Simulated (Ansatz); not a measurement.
NaCl built on the CsCl prototype, relaxed with r2SCAN, was run in the plane-wave code Ansatz under altered settings. All numbers are computed, without spin polarisation but where a row says otherwise.

```yaml
crystal:
  lattice:
    - [3.45955, 0.00000, 0.00000]
    - [0.00000, 3.45955, 0.00000]
    - [0.00000, 0.00000, 3.45955]
  atoms:
    - { symbol: Na, position: [0.00000, 0.00000, 0.00000] }
    - { symbol: Cl, position: [0.50000, 0.50000, 0.50000] }
```

The base run's other keys:
```yaml
kpoints:
  mp_grid: { grid: [4, 4, 4] }
hamiltonian:
  xc: hse06
scf:
  occupations: { method: fixed }
  n_extra_bands: 4
```

It takes 10 iterations with 799 plane waves at 420 eV and 10 k points, and leaves a mean stress of +0.65 GPa. The gap over this mesh is 5.430 eV. It ran on 4 threads of Arm Neoverse N1 (shared host).

Outcomes, with energy and stress as changes against the base:
```tsv
setting	outcome	ΔF (meV/atom)	Δ mean stress (GPa)	gap on the mesh (eV)	iterations	wall time
PBE hybrid, exx coeff 0.3, omega 0.2078 1/Å	converged	–	-0.1	5.704	11	5.3 s
PBE hybrid, exx coeff 1.0, omega 0.3 1/Å	converged	–	-1.5	8.677	16	6.1 s
PBE hybrid, exx coeff 0.75, omega 0.5 1/Å	converged	–	-0.8	6.308	14	6.1 s
PBE hybrid, exx coeff 0.75, omega 0.1 1/Å	converged	–	-1.2	9.312	16	6.3 s
kpoints.mp_grid.grid: [3, 3, 3]	converged	+21	+0.4	5.586	10	3 s
```
A dash marks a value that wasn't obtained or can't be compared. Stress is positive in compression. The base took 5.1 s.

- PBE hybrid, exx coeff 0.3, omega 0.2078 1/Å. That is 30 % exact exchange, screened with ω = 0.2078 1/Å, against HSE06's 25 % screened at 0.208 1/Å. The mean stress moves by -0.1 GPa and the gap on the mesh by +0.273 eV (to 5.704). Totals of different functionals aren't comparable.
- PBE hybrid, exx coeff 1.0, omega 0.3 1/Å. That is 100 % exact exchange, screened with ω = 0.3 1/Å, against HSE06's 25 % screened at 0.208 1/Å. The mean stress moves by -1.5 GPa and the gap on the mesh by +3.247 eV (to 8.677). Totals of different functionals aren't comparable.
- PBE hybrid, exx coeff 0.75, omega 0.5 1/Å. That is 75 % exact exchange, screened with ω = 0.5 1/Å, against HSE06's 25 % screened at 0.208 1/Å. The mean stress moves by -0.8 GPa and the gap on the mesh by +0.878 eV (to 6.308). Totals of different functionals aren't comparable.
- PBE hybrid, exx coeff 0.75, omega 0.1 1/Å. That is 75 % exact exchange, screened with ω = 0.1 1/Å, against HSE06's 25 % screened at 0.208 1/Å. The mean stress moves by -1.2 GPa and the gap on the mesh by +3.882 eV (to 9.312). Totals of different functionals aren't comparable. The program warns that on this mesh the truncation of the exchange isn't bounded, so part of the change can be an error of the mesh.

The stress of a hybrid is loosely converged in these runs.

The meshes of the hybrids are coarse, so their gaps aren't converged to the digits shown.
